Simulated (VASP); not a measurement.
Input of a VASP 6.6.1 run:

The input INCAR:

```
ALGO = Normal
EDIFF = 1E-6
ENCUT = 400
GGA = CA
ISIF = 2
ISMEAR = 0
ISYM = 0
LASPH = T
LCHARG = F
LREAL = F
LWAVE = F
NBANDS = 13
NELM = 80
PREC = Accurate
SIGMA = 0.01
```

Contents of KPOINTS:

```
k-points
0
Gamma
  1 1 1
```

The input POSCAR:

```
HC                                      
1.0
   12.7048579379      0.0000000000      0.0000000000
    0.0000000000     13.2048579379      0.0000000000
    0.0000000000      0.0000000000     13.7048579379
  C               H             
     2     2
Selective dynamics
Direct
     0.4685424883000024    0.5212602786999980    0.4723769897000025   F   F   F
     0.5321625042298915    0.4859154330824683    0.5282569320249967   T   T   T
     0.4121176394710050    0.5526066977251736    0.4228101931032870   T   T   T
     0.5885911000956598    0.4545734716297184    0.5778046579955707   T   T   T
```

Potentials or basis: VASP PAW LDA potentials, release 64 (C, H).

Command:

```bash
$ cat potpaw_LDA.64/C/POTCAR potpaw_LDA.64/H/POTCAR > POTCAR
$ mpirun -np 4 vasp_gam > vasp.out
```

(1) What does it give for the gap between the frontier levels?

(2) Estimate the largest force.

## Answers

(1) 6.73 eV.

(2) 0.783 eV/Å.

Caveat: the standard files for N, O and F lose accuracy on very short bonds.
